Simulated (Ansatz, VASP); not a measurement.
## PbSe (Clausthalite) in VASP and in Ansatz

```
Pb Se
1.0
     0.00000    3.08092    3.08092
     3.08092    0.00000    3.08092
     3.08092    3.08092    0.00000
Pb Se
1 1
Direct
  0.00000 0.00000 0.00000
  0.50000 0.50000 0.50000
```

Change from the starting cell: volume scaled by 1.02.

Alike in both runs: task single point; functional LDA; k mesh 8 × 8 × 8; occupations fermi-dirac, width 0.05 eV; no spin polarisation.

```csv
,VASP,Ansatz
version,VASP 6.6.1,Ansatz 0.2.0
potentials or method,"VASP PAW LDA potentials, release 64 (Pb_d, Se), cutoff 520 eV","all-electron LAPW, scalar-relativistic"
```

VASP gave:

| Property | Result |
| --- | --- |
| gap on the k mesh at the Fermi level (eV) | 0.22 |
| least direct gap on the mesh (eV) | 0.22 |
| pressure (GPa) | -3.0 |

Problem. Which values does Ansatz return?

Solution. gap on the k mesh at the Fermi level (eV): 0.24; least direct gap on the mesh (eV): 0.24; pressure (GPa): -3.0.

Ansatz ran all-electron here, so the differences hold the error of VASP's frozen core and of both bases.

Caveats: spin-orbit coupling is left out, which as a rule narrows the gap of such compounds by several tenths of an eV.
